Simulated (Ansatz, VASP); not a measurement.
Two plane-wave programs on C

```
CELL_PARAMETERS angstrom
1.50134 -2.58189 0.00000
1.50134 2.58189 0.00000
0.00000 0.00000 4.22413
ATOMIC_POSITIONS crystal
C 0.50000 0.50000 0.25000
C 0.50000 0.50000 0.75000
C 0.30325 0.09165 0.00000
C 0.69675 0.90835 0.00000
C 0.09165 0.30325 0.50000
C 0.90835 0.69675 0.50000
```

Alike in both runs: task single point; functional PBE; k mesh 6 × 6 × 4; occupations gaussian, width 0.1 eV; no spin polarisation.

|  | VASP | Ansatz |
| --- | --- | --- |
| version | VASP 6.6.1 | Ansatz 0.2.0 |
| potentials or method | VASP PAW PBE potentials, release 64 (C) | scalar-relativistic, plane waves, PAW |
| plane-wave cutoff (eV) | 520 | 420 |
| valence electrons in the cell | 24 | 24 |

|  | VASP | Ansatz | Ansatz less VASP |
| --- | --- | --- | --- |
| gap on the k mesh at the Fermi level (eV) | none | none | - |
| rms of the force components (eV/Å) | 2.555 | 2.581 | +0.0264 |

Atom by atom the forces differ by 0.027 eV/Å (rms over components). A gap of «none» marks a metal or a gap that the smearing closes.

Caveats: the k mesh is coarse (spacing up to 0.40 Å⁻¹), so the values aren't converged; forces of over 1 eV/Å show positions far from the minimum, so gaps and moduli don't describe the material at rest.
